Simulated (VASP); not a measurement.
# Li (Fm-3m) in VASP: further runs, part 2 of 2

VASP 6.6.1.

## 4. Single point, LDA

This run uses another cell than the first one, of 21.27 Å³/atom, 1.120 times its volume.

File INCAR:

```
SYSTEM = Li
ALGO = Normal
EDIFF = 1E-7
ENCUT = 520
GGA = CA
ISIF = 2
ISMEAR = -1
LASPH = .TRUE.
LCHARG = .TRUE.
LELF = .TRUE.
LREAL = .FALSE.
LVHAR = .TRUE.
LWAVE = .FALSE.
NBANDS = 8
NELM = 100
PREC = Accurate
SIGMA = 0.1
```

File KPOINTS:

```
k-points
0
G
  14 14 14
  0 0 0
```

File POSCAR:

```
Li
1.0
    0.0000000000      2.1990544194      2.1990544194
    2.1990544194      0.0000000000      2.1990544194
    2.1990544194      2.1990544194      0.0000000000
Li
1
Direct
    0.0000000000      0.0000000000      0.0000000000
```

Potentials or basis: VASP PAW LDA potentials, release 64 (Li_sv).

Launch:

```console
$ cat potpaw_LDA.64/Li_sv/POTCAR > POTCAR
$ mpirun -np 1 vasp_std > vasp.out
```

OUTCAR:

```text
SYSTEM = Li
   EDIFF = 1E-7
   ENCUT = 520
   GGA = CA
   ISIF = 2
   ISMEAR = -1
   LASPH = .TRUE.
   LREAL = .FALSE.
   NELM = 100
   PREC = Accurate

 ion  position               nearest neighbor table
   1  0.000  0.000  0.000-

  LATTYP: Found a face centered cubic cell.
 ALAT       =     4.3981088388

  Lattice vectors:

 A1 = (   0.0000000000,   2.1990544194,   2.1990544194)
 A2 = (   2.1990544194,   0.0000000000,   2.1990544194)
 A3 = (   2.1990544194,   2.1990544194,   0.0000000000)

Analysis of symmetry for initial positions (statically):
=====================================================================
 Subroutine PRICEL returns:
 Original cell was already a primitive cell.

 Routine SETGRP: Setting up the symmetry group for a
 face centered cubic supercell.

 Subroutine GETGRP returns: Found 48 space group operations
 (whereof 48 operations were pure point group operations)
 out of a pool of 48 trial point group operations.

The static configuration has the point symmetry O_h .

Analysis of symmetry for dynamics (positions and initial velocities):
=====================================================================
 Subroutine PRICEL returns:
 Original cell was already a primitive cell.

 Routine SETGRP: Setting up the symmetry group for a
 face centered cubic supercell.

 Subroutine GETGRP returns: Found 48 space group operations
 (whereof 48 operations were pure point group operations)
 out of a pool of 48 trial point group operations.

The dynamic configuration has the point symmetry O_h .

 Subroutine INISYM returns: Found 48 space group operations
 (whereof 48 operations are pure point group operations),
 and found     1 'primitive' translations

----------------------------------------------------------------------------------------

                                     Primitive cell

  volume of cell :      21.2686

[... 101 lines left out ...]
   ISMEAR =    -1;   SIGMA  =   0.10  broadening in eV -4-tet -1-fermi 0-gaus
   EFERMI_NEDOS =   21; number of points for ismear=-14 and -15
   IALGO  =     38    algorithm
   IMIX   =      4    mixing-type and parameters
     AMIX     =   0.40;   BMIX     =  1.00
     AMIX_MAG =   1.60;   BMIX_MAG =  1.00
  volume/ion in A,a.u.               =      21.27       143.53
  Fermi-wavevector in a.u.,A,eV,Ry     =   0.852189  1.610404  9.880907  0.726226
  Thomas-Fermi vector in A             =   1.968439
   LORBIT       =      0    0 simple, 1 ext, 2 COOP (PROOUT), +10 PAW based schemes
   GGA     = CA    functional components
   LHFCALC =     F    Hartree Fock is set to
   AEXX    =    0.0000 exact exchange contribution
   IVDW    =     0    specifies the selected vdW correction
   LEPSILON=     F    determine dielectric tensor
   LRPA    =     F    only Hartree local field effects (RPA)
 non-spin polarized calculation
  energy-cutoff  :      520.00
  volume of cell :       21.27
 maximum number of plane-waves:       588
   NGX = 11   NGY = 11   NGZ = 11

 number of electron       3.0000004 magnetization

 Free energy of the ion-electron system (eV)
  ---------------------------------------------------
  ext. energy  EPLUGINS =         0.00000000
  ---------------------------------------------------
  free energy    TOTEN  =        -2.04546217 eV

  energy without entropy =       -2.03053508  energy(sigma->0) =       -2.03799862

 E-fermi :   0.4559     XC(G=0):  -7.0238

 val. band max:        0.3651359345   @ k =   0.5000   0.2143   0.0714
 cond. band min:       0.4642564032   @ k =   0.5000   0.0000   0.0000
 fundamental gap:      0.0991204687
 Fermi energy:         0.4558639244

 k-point     1 :       0.0000    0.0000    0.0000
  band No.  band energies     occupation
      1     -45.2469      2.00000
      2      -2.9662      2.00000
      3      14.1052      0.00000
      4      14.1052      0.00000
      5      14.1052      0.00000
      6      18.1598      0.00000
      7      18.1598      0.00000
      8      18.1598      0.00000
[... 243 lines left out ...]
 k-point    24 :       0.2857    0.1429    0.0000
  band No.  band energies     occupation
      1     -45.2372      2.00000
      2      -1.6669      2.00000
      3       8.6510      0.00000
      4      11.1032      0.00000
      5      13.1552      0.00000
      6      14.6468      0.00000
      7      16.5928      0.00000
      8      21.3933      0.00000

 [... further k-points ...]
[... 5 lines left out ...]
  --------------------------------------------------------------------------------------
  -------------------------------------------------------------------------------------
  Total       -0.2010293     -0.2010293     -0.2010293     -0.0000000      0.0000000     -0.0000000
  in kB      -15.1437020    -15.1437020    -15.1437020     -0.0000000      0.0000000     -0.0000000
  external PRESSURE =     -15.1437020 kB  Pullay stress =       0.0000000 kB

 VOLUME and BASIS-vectors are now :
 -----------------------------------------------------------------------------
  energy-cutoff  :      520.00
  volume of cell :       21.27
      direct lattice vectors                 reciprocal lattice vectors
     0.000000000  2.199054419  2.199054419    -0.227370453  0.227370453  0.227370453
     2.199054419  0.000000000  2.199054419     0.227370453 -0.227370453  0.227370453
     2.199054419  2.199054419  0.000000000     0.227370453  0.227370453 -0.227370453

 POSITION                                       TOTAL-FORCE (eV/Angst)
 -----------------------------------------------------------------------------------
      0.00000      0.00000      0.00000        -0.000000     -0.000000      0.000000
 -----------------------------------------------------------------------------------
    total drift:                               -0.000000     -0.000000      0.000000

  FREE ENERGIE OF THE ION-ELECTRON SYSTEM (eV)
  ---------------------------------------------------
  free  energy   TOTEN  =        -2.0454621681 eV

  energy  without entropy=       -2.0305350789  energy(sigma->0) =       -2.03799862
```

stdout:

```text
POSCAR found type information on POSCAR Li
 POSCAR found :  1 types and       1 ions
 scaLAPACK will be used
 LDA part: xc-table for (Slater(with rela. corr.)+CA(PZ))
 , standard interpolation
 POSCAR, INCAR and KPOINTS ok, starting setup
 FFT: planning ... GRIDC
 FFT: planning ... GRID_SOFT
 FFT: planning ... GRID
 WAVECAR not read
 entering main loop
```

Wall time 7.8 s (1 thread of AMD EPYC 9R45 (Zen 5), shared host); peak memory 0.1 GiB.

What came out:

* Free energy: -2.0455 eV
* Band gap on the k mesh: none (metal or under the smearing width)

Caveat: the cutoff is under 1.25 times the usual one of these potentials, so pressure, stress and relaxed cells hold a basis-set (Pulay) error.

## 5. Summary

```tsv
cell	k mesh	gap on the mesh (eV)
Fm-3m, 18.99 Å³/atom	21 × 21 × 21	none
Fm-3m, 16.71 Å³/atom	14 × 14 × 14	none
Fm-3m, 21.27 Å³/atom	14 × 14 × 14	none
```

Alike in all rows: task single point; level LDA; potentials or basis VASP PAW LDA potentials, release 64 (Li_sv); no spin polarisation; cutoff (eV) 520; smearing fermi-dirac 0.1 eV.

Every run on the cell as given and a fine mesh finds a metal.

Caveats: the cutoff is under 1.25 times the usual one of these potentials, so pressure, stress and relaxed cells hold a basis-set (Pulay) error.

Absolute energies hang on the potentials; compare differences alone.
